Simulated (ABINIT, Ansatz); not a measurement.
**Quasiparticle gap of KCl (Sylvite) in ABINIT**

Wanted: ground state, empty states, screening and self-energy for KCl (Sylvite).

Calculated with ABINIT 10.8.3; PBE and many-body steps on it, plane waves.

Most raw output is cut from this account.

**1. Set-up**

The structure is cubic, space group Fm-3m (No. 225). The conventional cell has a = 6.293 Å, b = 6.293 Å, c = 6.293 Å, α = 90.00°, β = 90.00°, γ = 90.00°. K has 6 Cl at 3.15 Å nearest. Nearest to Cl lie 6 K at 3.15 Å. Farther neighbours and most contacts between anions are not listed.

The cell and positions come from the Crystallography Open Database and are kept as given unless a step says otherwise.

**2. Ground state**

This step: ABINIT 10.8.3; DFT, PBE, plane waves, norm-conserving pseudopotentials.

The ground-state density comes first.

File run.abi:

```
acell 3*1.0 Angstrom
rprim 
  -0.000000000000 3.146470000000 3.146470000000
  3.146470000000 0.000000000000 3.146470000000
  3.146470000000 3.146470000000 -0.000000000000
ntypat 2
znucl 19 17
natom 2
typat 1 2
xred 
  0.000000000000 0.000000000000 0.000000000000
  0.500000000000 0.500000000000 0.500000000000
pp_dirpath "pseudos"
pseudos "K.upf, Cl.upf"
ecut 33
ngkpt 6 6 6
nshiftk 1
shiftk 0 0 0
kptopt 1
chksymbreak 0
nband 13
occopt 1
tolvrs 1e-10
nstep 60
prtwf 0
optforces 0
optstress 0
indata_prefix "in"
outdata_prefix "out"
tmpdata_prefix "tmp"
```

The run is started by

```bash
> OMP_NUM_THREADS=1 mpirun -n 4 abinit run.abi > log
```

Wall time 8.7 s (4 MPI ranks of Arm Neoverse V2, shared host); peak memory 0.32 GiB; 34 s of CPU time.

Numbers from this step:

| Item | Value |
| --- | --- |
| total energy | -1268.0062 eV |
| gap | 5.189 eV |
| k of the valence top | 0, 0, 0 |
| k of the conduction bottom | 0, 0, 0 |
| least direct gap | 5.189 eV |

The gap is direct, at Γ.

**3. Bands along the symmetry lines**

The cheap functional maps the bands first; the places of the edges decide which points the dearer methods must see.

File run.abi:

```
acell 3*1.0 Angstrom
rprim 
  -0.000000000000 3.146470000000 3.146470000000
  3.146470000000 0.000000000000 3.146470000000
  3.146470000000 3.146470000000 -0.000000000000
ntypat 2
znucl 19 17
natom 2
typat 1 2
xred 
  0.000000000000 0.000000000000 0.000000000000
  0.500000000000 0.500000000000 0.500000000000
pp_dirpath "pseudos"
pseudos "K.upf, Cl.upf"
ecut 33
iscf -2
irdden 1
kptopt 0
nkpt 50
kpt 
  0.00000000 0.00000000 0.00000000
  0.06250000 0.00000000 0.06250000
  0.12500000 0.00000000 0.12500000
  0.18750000 0.00000000 0.18750000
  0.25000000 0.00000000 0.25000000
  0.31250000 0.00000000 0.31250000
  0.37500000 0.00000000 0.37500000
  0.43750000 0.00000000 0.43750000
  0.50000000 0.00000000 0.50000000
  0.51562500 0.03125000 0.51562500
  0.53125000 0.06250000 0.53125000
  0.54687500 0.09375000 0.54687500
  0.56250000 0.12500000 0.56250000
  0.57812500 0.15625000 0.57812500
  0.59375000 0.18750000 0.59375000
  0.60937500 0.21875000 0.60937500
  0.62500000 0.25000000 0.62500000
  0.37500000 0.37500000 0.75000000
  0.32812500 0.32812500 0.65625000
  0.28125000 0.28125000 0.56250000
  0.23437500 0.23437500 0.46875000
  0.18750000 0.18750000 0.37500000
  0.14062500 0.14062500 0.28125000
  0.09375000 0.09375000 0.18750000
  0.04687500 0.04687500 0.09375000
  0.00000000 0.00000000 0.00000000
  0.06250000 0.06250000 0.06250000
  0.12500000 0.12500000 0.12500000
  0.18750000 0.18750000 0.18750000
  0.25000000 0.25000000 0.25000000
  0.31250000 0.31250000 0.31250000
  0.37500000 0.37500000 0.37500000
  0.43750000 0.43750000 0.43750000
  0.50000000 0.50000000 0.50000000
  0.50000000 0.46875000 0.53125000
  0.50000000 0.43750000 0.56250000
  0.50000000 0.40625000 0.59375000
  0.50000000 0.37500000 0.62500000
  0.50000000 0.34375000 0.65625000
  0.50000000 0.31250000 0.68750000
  0.50000000 0.28125000 0.71875000
  0.50000000 0.25000000 0.75000000
  0.50000000 0.21875000 0.71875000
  0.50000000 0.18750000 0.68750000
  0.50000000 0.15625000 0.65625000
  0.50000000 0.12500000 0.62500000
  0.50000000 0.09375000 0.59375000
  0.50000000 0.06250000 0.56250000
  0.50000000 0.03125000 0.53125000
  0.50000000 0.00000000 0.50000000
istwfk *1
nband 15
nbdbuf 2
tolwfr 1e-08
nstep 40
prtwf 0
prtvol 0
indata_prefix "in"
outdata_prefix "out"
tmpdata_prefix "tmp"
```

Run time: 16 s. Hardware: 4 MPI ranks; peak memory 0.3 GiB; 65 s of CPU time.

This step gave:

* gap: 5.189 eV
* k of the valence top: 0, 0, 0
* k of the conduction bottom: 0, 0, 0
* least direct gap: 5.189 eV

The gap is 5.189 eV, as in the run before at this level.

The electronic bands at the labelled points (eV, zero at the top of the highest filled band; v1 is the highest filled band, c1 the lowest empty one):

| point | v4 | v3 | v2 | v1 | c1 | c2 | c3 | c4 |
| --- | --- | --- | --- | --- | --- | --- | --- | --- |
| Γ | -10.66 | 0.00 | 0.00 | 0.00 | 5.19 | 8.37 | 8.37 | 8.37 |
| halfway | -10.58 | -0.63 | -0.13 | -0.13 | 6.64 | 7.24 | 9.66 | 9.84 |
| X | -10.71 | -0.66 | -0.22 | -0.22 | 6.53 | 8.34 | 10.07 | 10.18 |
| halfway | -10.68 | -0.63 | -0.32 | -0.24 | 6.74 | 8.60 | 9.70 | 10.36 |
| U | -10.60 | -0.56 | -0.55 | -0.29 | 7.27 | 9.07 | 9.30 | 10.07 |
| jump to K | -10.60 | -0.56 | -0.55 | -0.29 | 7.27 | 9.07 | 9.30 | 10.07 |
| halfway | -10.51 | -0.69 | -0.24 | -0.20 | 6.89 | 7.97 | 9.19 | 9.85 |
| Γ | -10.66 | 0.00 | 0.00 | 0.00 | 5.19 | 8.37 | 8.37 | 8.37 |
| halfway | -10.53 | -0.59 | -0.17 | -0.17 | 6.45 | 8.16 | 9.11 | 9.11 |
| L | -10.42 | -1.05 | -0.32 | -0.32 | 7.58 | 8.60 | 10.50 | 10.50 |
| halfway | -10.51 | -0.84 | -0.40 | -0.33 | 7.84 | 8.34 | 10.04 | 10.14 |
| W | -10.57 | -0.49 | -0.47 | -0.47 | 8.03 | 8.03 | 9.44 | 9.85 |
| halfway | -10.64 | -0.61 | -0.36 | -0.30 | 6.95 | 8.80 | 9.34 | 10.32 |
| X | -10.71 | -0.66 | -0.22 | -0.22 | 6.53 | 8.34 | 10.07 | 10.18 |

**4. Empty states on the mesh, 4×4×4 mesh, 70 bands**

The sums over transitions need many empty states on a uniform mesh; this step solves for them.

File run.abi:

```
acell 3*1.0 Angstrom
rprim 
  -0.000000000000 3.146470000000 3.146470000000
  3.146470000000 0.000000000000 3.146470000000
  3.146470000000 3.146470000000 -0.000000000000
ntypat 2
znucl 19 17
natom 2
typat 1 2
xred 
  0.000000000000 0.000000000000 0.000000000000
  0.500000000000 0.500000000000 0.500000000000
pp_dirpath "pseudos"
pseudos "K.upf, Cl.upf"
ecut 33
ngkpt 4 4 4
nshiftk 1
shiftk 0 0 0
kptopt 1
chksymbreak 0
iscf -2
irdden 1
istwfk *1
nband 70
nbdbuf 6
tolwfr 1e-09
nstep 60
prtvol 0
indata_prefix "in"
outdata_prefix "out"
tmpdata_prefix "tmp"
```

Run time: 13 s. Hardware: 4 MPI ranks; peak memory 0.3 GiB.

Numbers from this step:

```
gap                                                           : 5.189 eV
k of the valence top                                          : 0, 0, 0
k of the conduction bottom                                    : 0, 0, 0
least direct gap                                              : 5.189 eV
k points computed                                             : 8
lowest point of the top converged band, above the valence top : 48.37 eV
```

On this mesh the gap is 5.189 eV.

**5. Screening, 4×4×4 mesh, 64 bands, screening to 119.7 eV**

The RPA dielectric matrix is built and inverted for each q.

This step: RPA screening on PBE, plane waves, norm-conserving pseudopotentials.

Edit run.abi of step 4 so:

```diff
@@ -20,10 +20,11 @@
 chksymbreak 0
-iscf -2
-irdden 1
 istwfk *1
-nband 70
-nbdbuf 6
-tolwfr 1e-09
-nstep 60
-prtvol 0
+occopt 1
+irdwfk 1
+optdriver 3
+nband 64
+ecuteps 4.4
+inclvkb 2
+awtr 1
+symchi 1
 indata_prefix "in"
```

The job ended after 9.7 s (4 MPI ranks; peak memory 0.69 GiB; 38 s of CPU time).

This step gave:

| Item | Value |
| --- | --- |
| ε∞ with local fields, on this mesh, along the program's q direction | 2.176 |
| the same without local fields | 2.582 |
| plasma frequency | 18.82 eV |
| plane waves in the screening matrix | 169 |

Local fields lower ε∞ by 16 %.

**6. Self-energy, 4×4×4 mesh, 64 bands, screening to 119.7 eV**

The self-energy is evaluated for the states that the input lists, and the levels follow from it, in one-shot runs by the linearised quasiparticle equation.

This step: G0W0 on PBE, plane waves, norm-conserving pseudopotentials.

Edit run.abi of step 5 so:

```diff
@@ -23,8 +23,15 @@
 irdwfk 1
-optdriver 3
+optdriver 4
 nband 64
+gwcalctyp 0
+ecutsigx 33
+symsigma 1
+nkptgw 1
+kptgw 
+  0.0000000000 0.0000000000 0.0000000000
+bdgw 
+  6 12
 ecuteps 4.4
-inclvkb 2
-awtr 1
-symchi 1
+irdscr 1
+ppmodel 1
 indata_prefix "in"
```

Elapsed: 3.4 s, on 4 MPI ranks; peak memory 0.64 GiB; 13 s of CPU time.

This step gave:

```yaml
g0w0_gap_on_the_points_computed: 7.92 eV
starting_gap_on_the_mesh: 5.189 eV
k_of_the_valence_top: 0, 0, 0
k_of_the_conduction_bottom: 0, 0, 0
z_at_the_valence_top: 0.813
z_at_the_conduction_bottom: 0.875
least_direct_g0w0_gap_on_the_computed_points: 7.92 eV
```

The gap on the mesh goes from 5.19 eV to 7.92 eV, a correction of +2.73 eV.

Limits: finite bands, cutoff and mesh. v1 is the top filled band, c1 the lowest empty one. The levels before and after the correction (eV, zero at the valence-band top of each column):

|  | conduction bottom | valence top |
| --- | --- | --- |
| Kohn-Sham | 5.19 | 0.00 |
| G0W0 | 7.92 | 0.00 |

|  | level | energy (eV) |
| --- | --- | --- |
| Kohn-Sham | Γ v3-v1 | 0.000 |
| Kohn-Sham | Γ c1 | 5.189 |
| Kohn-Sham | Γ c2-c4 | 8.366 |
| G0W0 | Γ v3-v1 | 0.000 |
| G0W0 | Γ c1 | 7.920 |
| G0W0 | Γ c2-c4 | 12.142 |

**7. Where the time went**

Times are wall times on 4 MPI ranks of Arm Neoverse V2, shared host, good to a factor of about two.

| step | time | share | memory (GiB) |
| --- | --- | --- | --- |
| ground state | 8.7 s | 17 % | 0.32 |
| bands along the symmetry lines | 16 s | 32 % | 0.3 |
| empty states on the mesh | 13 s | 25 % | 0.3 |
| screening | 9.7 s | 19 % | 0.69 |
| self-energy | 3.4 s | 7 % | 0.64 |

**8. Summary of results**

```yaml
pbe_gap: 5.19 eV, direct
g0w0_gap_on_the_mesh: 7.92 eV
gw_settings: 4×4×4 mesh, 64 bands, screening to 119.7 eV, Godby-Needs plasmon pole
known_limits: not at the basis limit
```

**Reading.** G0W0 moves the gap on the mesh from 5.19 eV to 7.92 eV (+2.73 eV), with Z of 0.81 and 0.88 at the edges. Local fields lower the RPA ε∞ on this mesh from 2.58 to 2.18. Only 1 of the mesh's irreducible points was corrected, so a valley elsewhere could overtake. Bands and cutoff are finite, so the gap is not at the basis limit. The miss can reach some tenths of an eV and take either sign; the mesh is an error of its own. In the G0W0 run levels were corrected at 1 k point alone, so a gap called «on the mesh» is the least over those, and an edge elsewhere would be missed.

[Paths, hosts, dates, memory and timing lines, banners, echoed tables and standing remarks are left out of the program output.]

[Logs are printed without paths, hosts, clocks, repeated set-up lines and the standing remarks that a program may print on its own settings, such as how far it seeks lower states.]

[Runs of the session that timed out or met a known fault of the program may be left out.]

[Hosts, paths, dates, database ids (printed as entryN), source tags and the programs' standing remarks are cut or masked in the printed files.]

[G0W0 gaps are taken among the corrected bands and points alone; a level outside them can change the order at an edge.]

[Where Ansatz stands beside ABINIT at settings called matched, ABINIT's density can come from a denser mesh and the files from another edition; pairs whose starting gaps differed by over 0.03 eV were left out, so agreement reads better than it is.]
